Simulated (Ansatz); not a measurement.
Seebeck coefficient (μV/K, mean over directions) of p-type GeTe (R3m) against carrier density, Ansatz (an electronic-structure program) with r2SCAN with spin-orbit coupling, rigid bands. Computed gap 0.47 eV; densities at which minority carriers matter at this gap, or further valleys turn the trend, are left out. Conductivity mass 0.22 mₑ (harmonic mean over directions), N_v = 2.4e19 cm⁻³ at 300 K.

| hole density | 300 K | 500 K |
|---|---|---|
| 3e18 cm⁻³ | 386 | 457 |
| 1e19 cm⁻³ | 285 | 355 |
| 3e19 cm⁻³ | … | 264 |
| 1e20 cm⁻³ | 118 | 173 |
| 3e20 cm⁻³ | 67 | 107 |
| 1e21 cm⁻³ | … | … |

Q: What belongs in the gaps?

A: 
- 3e19 cm⁻³, 300 K: 197
- 1e21 cm⁻³, 300 K: 37
- 1e21 cm⁻³, 500 K: 61

Rigid bands with a gap fixed in temperature, one relaxation time for all states, no polarons or phonon drag, and whether or not such doping can be reached.
